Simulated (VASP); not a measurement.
Here is a VASP 6.6.1 calculation.

File INCAR:

```
SYSTEM = Fe
  PREC = Accurate
  ENCUT = 600
  EDIFF = 1E-7
  ISMEAR = 0
  SIGMA = 0.1
  LREAL = .False.
  LASPH = .True.
  NELM = 150
  ALGO = Normal
  ISIF = 3
  LWAVE = .False.
  LCHARG = .False.
  ISPIN = 2
  MAGMOM = 3
  LORBIT = 11
  LMAXMIX = 4
  METAGGA = R2SCAN
  LMIXTAU = .True.
  LUSE_VDW = .True.
  IVDW_NL = 2
  BPARAM = 11.95
  CPARAM = 0.0093
  IBRION = 2
  NSW = 90
  EDIFFG = -0.005
```

KPOINTS

```
regular mesh
0
Gamma
  20 20 20
  0 0 0
```

File POSCAR:

```
Fe
1.0
   -1.4295500000      1.4295500000      1.4295500000
    1.4295500000     -1.4295500000      1.4295500000
    1.4295500000      1.4295500000     -1.4295500000
Fe
1
Direct
    0.0000000000      0.0000000000      0.0000000000
```

Potentials or basis: VASP PAW PBE potentials, release 64 (Fe).

Command:

```bash
$ cat potpaw_PBE.64/Fe/POTCAR > POTCAR
$ mpirun -np 1 vasp_std > vasp.out
```

Q: What does it give for the relaxed volume?

A: 11.66 Å³/atom.

Q: Predict the net moment.

A: 2.65 μB per cell.

Q: Estimate the site moments.

A: Fe +2.71 μB.

Q: Estimate the relaxed cell.

A: a = 2.474 Å, b = 2.474 Å, c = 2.474 Å, α = 109.47°, β = 109.47°, γ = 109.47°.

Final structure:
```
Fe
1.0
    -1.42836    1.42836    1.42836
     1.42836   -1.42836    1.42836
     1.42836    1.42836   -1.42836
Fe
1
Direct
  0.00000 0.00000 0.00000
```

Caveat: the PAW data sets were made with another functional, which shifts forces and pressure a little; pairwise dispersion overbinds metals, which lowers pressure and volume.
